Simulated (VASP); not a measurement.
# Mg (P6_3/mmc) in VASP: further runs

The runs below take Mg through single point, with BLYP+D3(BJ), PBE+D4.

Program: VASP 6.6.1. These are calculated values, not measurements. Logs are shortened: lines on timing, memory, paths and dates and some standing lists are left out, and cuts for length are marked.

**1. The structure**

It takes space group P6_3/mmc (No. 194, hexagonal). The conventional cell has a = 3.209 Å, b = 3.209 Å, c = 5.210 Å, α = 90.00°, β = 90.00°, γ = 120.00°. Around Mg (site symmetry -6m2) lie 12 Mg at 3.20 to 3.21 Å.

**2. Single point, BLYP+D3(BJ), collinear spin, typed start**

INCAR reads:

```
PREC = Accurate
ENCUT = 520
EDIFF = 1E-7
ISMEAR = -1
SIGMA = 0.05
LREAL = F
LASPH = T
NELM = 150
ALGO = Normal
ISIF = 2
LWAVE = F
LCHARG = T
ISPIN = 2
MAGMOM = 0.23 -0.32
LORBIT = 11
GGA = B5
ALDAX = 1.0
AGGAX = 1.0
AGGAC = 1.0
ALDAC = 0.0
IVDW = 12
VDW_S6 = 1.0
VDW_S8 = 2.6996
VDW_A1 = 0.4298
VDW_A2 = 4.2359
LELF = T
LVHAR = T
NBANDS = 13
```

KPOINTS reads:

```
Automatic mesh
0
Gamma
  10 10 5
```

POSCAR reads:

```
Mg
1.0
    3.2093000000      0.0000000000      0.0000000000
   -1.6046500000      2.7793353284      0.0000000000
    0.0000000000      0.0000000000      5.2103000000
Mg
2
Direct
    0.6666666667      0.3333333333      0.7500000000
    0.3333333333      0.6666666667      0.2500000000
```

Potentials or basis: VASP PAW PBE potentials, release 64 (Mg).

On the command line:

```
$ cat potpaw_PBE.64/Mg/POTCAR > POTCAR
$ mpirun -np 1 vasp_std > vasp.out
```

OUTCAR:

```text
PREC = Accurate
   ENCUT = 520
   EDIFF = 1E-7
   ISMEAR = -1
   LREAL = F
   LASPH = T
   NELM = 150
   ISIF = 2
   ISPIN = 2
   LORBIT = 11
   GGA = B5
   IVDW = 12
 IVDW          = 12

 ion  position               nearest neighbor table
   1  0.667  0.333  0.750-   2 3.20   2 3.20   2 3.20   2 3.20   2 3.20   2 3.20
   2  0.333  0.667  0.250-   1 3.20   1 3.20   1 3.20   1 3.20   1 3.20   1 3.20

  LATTYP: Found a hexagonal cell.
 ALAT       =     3.2093000000
 C/A-ratio  =     1.6235004518

  Lattice vectors:

 A1 = (   3.2093000000,   0.0000000000,   0.0000000000)
 A2 = (  -1.6046500000,   2.7793353284,   0.0000000000)
 A3 = (   0.0000000000,   0.0000000000,   5.2103000000)

Analysis of symmetry for initial positions (statically):
=====================================================================
 Subroutine PRICEL returns:
 Original cell was already a primitive cell.

 Routine SETGRP: Setting up the symmetry group for a
 hexagonal supercell.

 Subroutine GETGRP returns: Found 24 space group operations
 (whereof 12 operations were pure point group operations)
 out of a pool of 24 trial point group operations.

The static configuration has the point symmetry D_3d.
 The point group associated with its full space group is D_6h.

Analysis of symmetry for dynamics (positions and initial velocities):
=====================================================================
 Subroutine PRICEL returns:
 Original cell was already a primitive cell.

 Routine SETGRP: Setting up the symmetry group for a
 hexagonal supercell.

 Subroutine GETGRP returns: Found 24 space group operations
 (whereof 12 operations were pure point group operations)
 out of a pool of 24 trial point group operations.

The dynamic configuration has the point symmetry D_3d.
 The point group associated with its full space group is D_6h.

Analysis of structural, dynamic, and magnetic symmetry:
=====================================================================
 Subroutine PRICEL returns:
 Original cell was already a primitive cell.

 Routine SETGRP: Setting up the symmetry group for a
 hexagonal supercell.

 Subroutine GETGRP returns: Found 12 space group operations
 (whereof  6 operations were pure point group operations)
 out of a pool of 24 trial point group operations.

The overall configuration has the point symmetry C_3v.
 The point group associated with its full space group is D_3h.

 Subroutine INISYM returns: Found 12 space group operations
 (whereof  6 operations are pure point group operations),
 and found     1 'primitive' translations

[... 142 lines left out ...]

  energy without entropy =       -1.47504926  energy(sigma->0) =       -1.48113698

 E-fermi :   3.0400     XC(G=0):  -8.0105

 val. band max:        3.0279807539   @ k =   0.3000   0.0000   0.0000
 cond. band min:       3.1454938376   @ k =   0.3000   0.3000   0.0000
 fundamental gap:      0.1175130837
 Fermi energy:         3.0399666574

 spin component 1

 k-point     1 :       0.0000    0.0000    0.0000
  band No.  band energies     occupation
      1      -3.8566      1.00000
      2       1.4254      1.00000
      3       1.7005      1.00000
      4      13.8474      0.00000
      5      13.8474      0.00000
      6      13.8777      0.00000
      7      13.8777      0.00000
      8      14.7961      0.00000
      9      16.2123      0.00000
     10      17.2573      0.00000
     11      17.6286      0.00000
     12      17.9473      0.00000
     13      17.9474      0.00000
[... 356 lines left out ...]
      2       2.1781      1.00000
      3       3.6111      0.00001
      4       5.3499      0.00000
      5       7.2972      0.00000
      6       8.2270      0.00000
      7       9.6599      0.00000
      8      11.0020      0.00000
      9      13.3770      0.00000
     10      14.8283      0.00000
     11      16.1466      0.00000
     12      17.3306      0.00000
     13      18.6987      0.00000

 [... further k-points ...]

 spin component 2

 k-point     1 :       0.0000    0.0000    0.0000
  band No.  band energies     occupation
      1      -3.8567      1.00000
      2       1.4253      1.00000
      3       1.7003      1.00000
      4      13.8473      0.00000
      5      13.8473      0.00000
      6      13.8776      0.00000
      7      13.8776      0.00000
      8      14.7959      0.00000
      9      16.2121      0.00000
     10      17.2572      0.00000
     11      17.6283      0.00000
     12      17.9472      0.00000
     13      17.9474      0.00000
[... 356 lines left out ...]
      2       2.1780      1.00000
      3       3.6110      0.00001
      4       5.3497      0.00000
      5       7.2970      0.00000
      6       8.2269      0.00000
      7       9.6598      0.00000
      8      11.0018      0.00000
      9      13.3769      0.00000
     10      14.8282      0.00000
     11      16.1464      0.00000
     12      17.3305      0.00000
     13      18.6986      0.00000

 [... further k-points ...]

------------------------ aborting loop because EDIFF is reached ----------------------------------------

 Edisp (eV)   -1.28618

 E8    (eV) :    -0.9491

  FORCE on cell =-STRESS in cart. coord.  units (eV):
  Direction    XX          YY          ZZ          XY          YZ          ZX
  --------------------------------------------------------------------------------------
  -------------------------------------------------------------------------------------
  Total      -1.27770    -1.27770    -0.86668     0.00000     0.00000     0.00000
  in kB     -44.04798   -44.04798   -29.87810     0.00000     0.00000     0.00000
  external pressure =      -39.32 kB  Pullay stress =        0.00 kB

 VOLUME and BASIS-vectors are now :
 -----------------------------------------------------------------------------
  energy-cutoff  :      520.00
  volume of cell :       46.47
      direct lattice vectors                 reciprocal lattice vectors
     3.209300000  0.000000000  0.000000000     0.311594429  0.179899127  0.000000000
    -1.604650000  2.779335328  0.000000000     0.000000000  0.359798255  0.000000000
     0.000000000  0.000000000  5.210300000     0.000000000  0.000000000  0.191927528

 POSITION                                       TOTAL-FORCE (eV/Angst)
 -----------------------------------------------------------------------------------
      1.60465      0.92645      3.90773        -0.000000      0.000000      0.000000
     -0.00000      1.85289      1.30258         0.000000     -0.000000     -0.000000
 -----------------------------------------------------------------------------------
    total drift:                               -0.000000     -0.000000     -0.000000

  FREE ENERGIE OF THE ION-ELECTRON SYSTEM (eV)
  ---------------------------------------------------
  free  energy   TOTEN  =        -2.7733998807 eV

  energy  without entropy=       -2.7612244410  energy(sigma->0) =       -2.76731216

 total charge

# of ion       s       p       d       tot
------------------------------------------
    1        0.223   0.126   0.012   0.360
    2        0.223   0.126   0.012   0.360
--------------------------------------------------
tot          0.446   0.252   0.023   0.721

 magnetization (x)

# of ion       s       p       d       tot
------------------------------------------
    1       -0.000  -0.000  -0.000  -0.000
    2       -0.000  -0.000  -0.000  -0.000
--------------------------------------------------
tot         -0.000  -0.000  -0.000  -0.000
```

Wall time 36 s (1 thread of AMD EPYC 9R45 (Zen 5), shared host); peak memory 0.17 GiB.

Results:

```yaml
Free_energy: -2.7734 eV
Pressure: -3.9 GPa
Band_gap_on_the_k_mesh: none (metal or under the smearing width)
Net_moment: 0.00 μB per cell
Valence_electrons_inside_the_program's_atomic_spheres: Mg 0.36
Dispersion_energy_per_atom: -0.643 eV
```

Caveat: the PAW data sets were made with another functional, which shifts forces and pressure a little; pairwise dispersion overbinds metals, which lowers pressure and volume.

**3. Single point, PBE+D4**

This run uses another cell than the first one, of 22.77 Å³/atom, 0.980 times its volume.

INCAR reads:

```
SYSTEM = Mg
PREC     = Accurate       ! precision mode
ENCUT    = 520            ! plane-wave cutoff, eV
EDIFF    = 1E-6           ! SCF threshold, eV
ISMEAR   = -1             ! smearing method
SIGMA    = 0.05           ! smearing width, eV
LREAL    = .FALSE.        ! projectors in reciprocal space
LASPH    = .TRUE.         ! aspherical terms in the spheres
NELM     = 100            ! most SCF steps
ALGO     = Normal         ! electronic algorithm
ISIF     = 2              ! what is computed and relaxed
LWAVE    = .FALSE.        ! write WAVECAR
LCHARG   = .TRUE.         ! write CHGCAR
GGA      = PE             ! functional
IVDW     = 13             ! dispersion correction
LELF     = .TRUE.         ! ELF
LVHAR    = .TRUE.       
NBANDS   = 9              ! bands
```

KPOINTS reads:

```
regular mesh
0
G
  10 10 5
  0 0 0
```

POSCAR reads:

```
Mg
1.0
    3.1877604248      0.0000000000      0.0000000000
   -1.5938802124      2.7606815091      0.0000000000
    0.0000000000      0.0000000000      5.1753304900
Mg
2
Direct
    0.6666666667      0.3333333333      0.7500000000
    0.3333333333      0.6666666667      0.2500000000
```

Potentials or basis: VASP PAW PBE potentials, release 64 (Mg).

On the command line:

```
$ cat potpaw_PBE.64/Mg/POTCAR > POTCAR
$ mpirun -np 1 vasp_std > vasp.out
```

OUTCAR:

```text
SYSTEM = Mg
   PREC = Accurate
   ENCUT = 520
   EDIFF = 1E-6
   ISMEAR = -1
   LREAL = .FALSE.
   LASPH = .TRUE.
   NELM = 100
   ISIF = 2
   GGA = PE
   IVDW = 13

 ion  position               nearest neighbor table
   1  0.667  0.333  0.750-   2 3.18   2 3.18   2 3.18   2 3.18   2 3.18   2 3.18
   2  0.333  0.667  0.250-   1 3.18   1 3.18   1 3.18   1 3.18   1 3.18   1 3.18

  LATTYP: Found a hexagonal cell.
 ALAT       =     3.1877604248
 C/A-ratio  =     1.6235004518

  Lattice vectors:

 A1 = (   3.1877604248,   0.0000000000,   0.0000000000)
 A2 = (  -1.5938802124,   2.7606815091,   0.0000000000)
 A3 = (   0.0000000000,   0.0000000000,   5.1753304900)

Analysis of symmetry for initial positions (statically):
=====================================================================
 Subroutine PRICEL returns:
 Original cell was already a primitive cell.

 Routine SETGRP: Setting up the symmetry group for a
 hexagonal supercell.

 Subroutine GETGRP returns: Found 24 space group operations
 (whereof 12 operations were pure point group operations)
 out of a pool of 24 trial point group operations.

The static configuration has the point symmetry D_3d.
[... 172 lines left out ...]
  band No.  band energies     occupation
      1      -4.2908      2.00000
      2       0.9796      2.00000
      3       1.4338      2.00000
      4      13.6612      0.00000
      5      13.6612      0.00000
      6      13.7916      0.00000
      7      13.7916      0.00000
      8      14.5533      0.00000
      9      16.1742      0.00000
[... 265 lines left out ...]
 k-point    24 :       0.4000    0.1000    0.2000
  band No.  band energies     occupation
      1      -0.0091      2.00000
      2       1.8101      2.00000
      3       3.2842      0.00002
      4       5.0324      0.00000
      5       6.9870      0.00000
      6       8.0032      0.00000
      7       9.5268      0.00000
      8      10.7879      0.00000
      9      13.2971      0.00000

 [... further k-points ...]

------------------------ aborting loop because EDIFF is reached ----------------------------------------

  DFT-D4 for vdW energy calculation

  Edisp (eV):   -0.15280

  FORCE on cell =-STRESS in cart. coord.  units (eV):
  Direction    XX          YY          ZZ          XY          YZ          ZX
  --------------------------------------------------------------------------------------
  -------------------------------------------------------------------------------------
  Total      -0.19200    -0.19200     0.12850     0.00000     0.00000     0.00000
  in kB      -6.75411    -6.75411     4.52045     0.00000     0.00000     0.00000
  external pressure =       -3.00 kB  Pullay stress =        0.00 kB

 VOLUME and BASIS-vectors are now :
 -----------------------------------------------------------------------------
  energy-cutoff  :      520.00
  volume of cell :       45.54
      direct lattice vectors                 reciprocal lattice vectors
     3.187760425  0.000000000  0.000000000     0.313699860  0.181114699  0.000000000
    -1.593880212  2.760681509  0.000000000     0.000000000  0.362229398  0.000000000
     0.000000000  0.000000000  5.175330490     0.000000000  0.000000000  0.193224375

 POSITION                                       TOTAL-FORCE (eV/Angst)
 -----------------------------------------------------------------------------------
      1.59388      0.92023      3.88150        -0.000000      0.000000      0.000000
     -0.00000      1.84045      1.29383         0.000000     -0.000000      0.000000
 -----------------------------------------------------------------------------------
    total drift:                                0.000000     -0.000000      0.000000

  FREE ENERGIE OF THE ION-ELECTRON SYSTEM (eV)
  ---------------------------------------------------
  free  energy   TOTEN  =        -3.1600939420 eV

  energy  without entropy=       -3.1484330695  energy(sigma->0) =       -3.15426351
```

OSZICAR:

```text
N       E                     dE             d eps       ncg     rms          rms(c)
DAV:   1    -0.312585829590E+00   -0.31259E+00   -0.13181E+03   756   0.317E+02
DAV:   2    -0.298693292426E+01   -0.26743E+01   -0.25449E+01  1005   0.258E+01
DAV:   3    -0.302085985530E+01   -0.33927E-01   -0.33789E-01   946   0.260E+00
DAV:   4    -0.302096912279E+01   -0.10927E-03   -0.10926E-03  1031   0.142E-01
DAV:   5    -0.302096948933E+01   -0.36654E-06   -0.36691E-06   907   0.802E-03    0.954E-01
DAV:   6    -0.301474888309E+01    0.62206E-02   -0.60267E-04   868   0.190E-01    0.611E-01
DAV:   7    -0.300728629001E+01    0.74626E-02   -0.23281E-03   781   0.329E-01    0.338E-02
DAV:   8    -0.300729796577E+01   -0.11676E-04   -0.16952E-05  1044   0.243E-02    0.740E-03
DAV:   9    -0.300729666660E+01    0.12992E-05   -0.11654E-06   835   0.521E-03    0.609E-04
DAV:  10    -0.300729645009E+01    0.21652E-06   -0.49620E-09   436   0.430E-04
   1 F= -.31600939E+01 E0= -.31542635E+01  d E =-.116609E-01
```

stdout:

```text
POSCAR found type information on POSCAR Mg
 POSCAR found :  1 types and       2 ions
 scaLAPACK will be used
 LDA part: xc-table for (Slater+PW92), standard interpolation
 POSCAR, INCAR and KPOINTS ok, starting setup
 FFT: planning ... GRIDC
 FFT: planning ... GRID_SOFT
 FFT: planning ... GRID
 WAVECAR not read
 entering main loop
```

It took 11 s on 1 thread of Intel Xeon Platinum 8488C (Sapphire Rapids), shared host; peak memory 0.15 GiB.

What came out:

- Free energy: -3.1601 eV
- Pressure: -0.3 GPa
- Band gap on the k mesh: none (metal or under the smearing width)
- Dispersion energy per atom: -0.076 eV

Stress tensor (GPa, compression positive):
```
-0.68  0.00  0.00
 0.00 -0.68  0.00
 0.00  0.00  0.45
```

Levels at points of the mesh, in eV from the Fermi level:
```tsv
k point	band 1	band 2	band 3	band 4	band 5	band 6
(0.00, 0.00, 0.00)	-6.99	-1.72	-1.27	10.96	10.96	11.09
(0.50, 0.00, 0.00)	-2.18	-2.17	2.65	3.00	3.28	3.69
```

Caveat: pairwise dispersion overbinds metals, which lowers pressure and volume.
